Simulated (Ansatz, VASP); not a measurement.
One calculation of GaAs, two programs

Contents of INCAR:

```
SYSTEM = GaAs
PREC = Accurate
ENCUT = 520
EDIFF = 1E-6
ISMEAR = 0
SIGMA = 0.01
LREAL = .False.
LASPH = .True.
NELM = 80
ALGO = Normal
ISIF = 2
LWAVE = .False.
LCHARG = .False.
NBANDS = 16
```

The input KPOINTS:

```
regular mesh
0
Gamma
  8 8 8
  0 0 0
```

Contents of POSCAR:

```
GaAs
1.0
    0.0000000000      2.8266500000      2.8266500000
    2.8266500000      0.0000000000      2.8266500000
    2.8266500000      2.8266500000      0.0000000000
Ga As
1 1
Direct
    0.0000000000      0.0000000000      0.0000000000
    0.2500000000      0.2500000000      0.2500000000
```

Input for Ansatz:

```yaml
crystal:
  lattice:
    - [0.0, 2.82665, 2.82665]
    - [2.82665, 0.0, 2.82665]
    - [2.82665, 2.82665, 0.0]
  atoms:
    - { symbol: Ga, position: [0.0, 0.0, 0.0] }
    - { symbol: As, position: [0.25, 0.25, 0.25] }
scf:
  occupations: { method: gaussian, width: 0.01 }
output:
  eigenvalues: true
  eigenstates:
    kpoints: [[0, 0, 0], [0.5, 0.5, 0.5], [0.5, 0, 0.5]]
    top_band: c2
    e_range: [-1.5, 3]
  write_density: true
  write_potential: true
  elf: true
  volumetric_format: npy
hamiltonian:
  xc: lda
kpoints:
  mp_grid: { grid: [8, 8, 8] }
```

Alike in both runs: task single point; functional LDA; k mesh 8 × 8 × 8; occupations gaussian, width 0.01 eV; no spin polarisation.

|  | VASP | Ansatz |
| --- | --- | --- |
| version | VASP 6.6.1 | Ansatz 0.2.0 |
| potentials or method | VASP PAW LDA potentials, release 64 (Ga_d, As) | scalar-relativistic, plane waves, PAW |
| plane-wave cutoff (eV) | 520 | 420 |
| valence electrons in the cell | 18 | 28 |

```csv
,VASP,Ansatz,Ansatz less VASP
gap on the k mesh at the Fermi level (eV),0.33,0.29,-0.048
least direct gap on the mesh (eV),0.33,0.29,-0.048
```

The two sets of potentials don't hold the same shells in valence.
